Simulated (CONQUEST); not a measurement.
PbS (Galena) under changes of volume

One of the cells (26.086 Å³/atom); the others are scaled copies at fixed shape and fractional positions:

```xyz
4
Lattice="4.1942 0.0000 0.0000 0.0000 4.1942 0.0000 0.0000 0.0000 5.9315" Properties=species:S:1:pos:R:3 pbc="T T T"
Pb    0.0000    0.0000    0.0000
Pb    2.0971    2.0971    2.9657
S     0.0000    0.0000    2.9657
S     2.0971    2.0971    0.0000
```

| Property | Result |
| --- | --- |
| Program | CONQUEST 1.3 |
| Functional | PBEsol |
| Potentials or basis | PseudoDojo NC PBEsol, DZP, grid of 40 × 40 × 60 points |
| k mesh | 6 × 6 × 5 |
| Occupations | fermi-dirac, width 0.05 eV |
| Spin | no spin polarisation |

```tsv
volume (Å³/atom)	energy over the lowest point (meV/atom)	pressure (GPa)
24.521	?	?
25.042	6.36	2.3
25.564	1.10	1.0
26.086	0.00	-0.3
26.607	2.80	-1.4
27.129	9.20	-2.5
27.651	18.76	-3.3
```

**Question.** What does the run at 24.521 Å³/atom give?

**Answer.** Energy over the lowest point 16.53 meV/atom; pressure 3.9 GPa.

Worked out: A Birch-Murnaghan fit of order 3 (a polynomial in V^(-2/3)) to the other rows has its minimum at 25.96 Å³/atom with B0 = V·E''(V) = 60 GPa and B' = 3.4. It gives 16.26 meV/atom at 24.521 Å³/atom, against the run's 16.53, and -dE/dV = 3.8 GPa, against 3.9.

Energies are extrapolated to zero smearing.

Caveats: the basis of atomic orbitals isn't converged, which shifts pressures, moduli and gaps; the real-space grid breaks the cell's symmetry a little (some runs).
